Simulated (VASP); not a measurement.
## Te: single point with PBEsol

Te:

```xyz
3
Lattice="4.3139 0.0000 0.0000 -2.1570 3.7360 0.0000 0.0000 0.0000 5.9692" Properties=species:S:1:pos:R:3 pbc="T T T"
Te    1.2298    0.0000    1.9897
Te   -0.6149    1.0651    3.9795
Te    1.5420    2.6709    0.0000
```

```yaml
Program: VASP 6.6.1
Task: single point
Functional: PBEsol
Potentials_or_basis: VASP PAW PBE potentials, release 64 (Te)
Cutoff: 600 eV
k_mesh: 11 × 11 × 8
Occupations: methfessel-paxton, width 0.1 eV
Spin: no spin polarisation
Further_INCAR_settings: ALGO = Normal; EDIFF = 1e-06
```

```yaml
Pressure: -0.1 GPa
Largest_force: 0.008 eV/Å
Band_gap_on_the_k_mesh: 0.29 eV, indirect (least direct gap 0.38 eV)
```

Forces in eV/Å, atoms in the order of the input:
```
Te  -0.008  0.000  0.000
Te   0.004 -0.007  0.000
Te   0.004  0.007  0.000
```

Stress tensor (GPa, compression positive):
```
-0.08  0.00  0.00
 0.00 -0.08  0.00
 0.00  0.00 -0.18
```

Levels at points of the mesh, in eV from the valence-band top:
```tsv
k point	band 7	band 8	band 9	band 10	band 11	band 12
(0.00, 0.00, 0.00)	-1.73	-1.73	-1.09	1.04	1.04	1.73
(0.00, 0.00, 0.50)	-1.21	-0.79	-0.79	0.29	0.35	0.35
```

Wall time 27 s on 4 MPI ranks on Intel(R) Xeon(R) Platinum 8488C (Sapphire Rapids), on a shared host, peak memory 0.32 GiB a rank.

Caveat: the PAW data sets were made with another functional, which shifts forces and pressure a little; spin-orbit coupling is left out, which moves the levels of the heavy elements; an odd mesh through Γ misses points on the zone boundary, where band edges often lie. A hybrid or GW would open this gap; PBEsol tends to underestimate it.
